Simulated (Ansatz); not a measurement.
Here is an Ansatz 0.2.0 calculation.

Contents of input.yaml:

```yaml
crystal:
  lattice:
    - [-1.569037, 1.569037, 1.569037]
    - [1.569037, -1.569037, 1.569037]
    - [1.569037, 1.569037, -1.569037]
  atoms:
    - { symbol: Zn, position: [0.0, 0.0, 0.0] }
hamiltonian:
  xc: lda
  pseudopotentials: { kind: paw }
kpoints:
  mp_grid: { grid: [12, 12, 12] }
scf:
  occupations: { method: fermi_dirac, width: 0.05 }
output:
  forces: true
  stress: true
  eigenvalues: true
  write_density: true
  write_potential: true
  elf: true
  volumetric_format: npy
relax:
  f_tol: 0.01
  max_steps: 40
  cell: { stress_tol: 0.05 }
```

Potentials or basis: Ansatz PAW.

Run with:

```console
$ ansatz run input.yaml --threads 2 --pin off --max-ram 5632MiB --backend cpu --events-out ev --progress --plain --runs-dir out
```

(1) Estimate the space group after relaxing (to 0.05 Å).

(2) Estimate the relaxed cell.

(3) What does it give for the relaxed volume?

(4) Estimate the band gap on the k mesh.

## Answers

(1) Im-3m (No. 229).

(2) a = 2.607 Å, b = 2.607 Å, c = 2.607 Å, α = 109.47°, β = 109.47°, γ = 109.47°.

(3) 13.63 Å³/atom.

(4) none (metal or under the smearing width).

Caveat: the PAW data sets come from PBE, with cores solved anew for the run's functional, which leaves a small shift of forces and pressure.
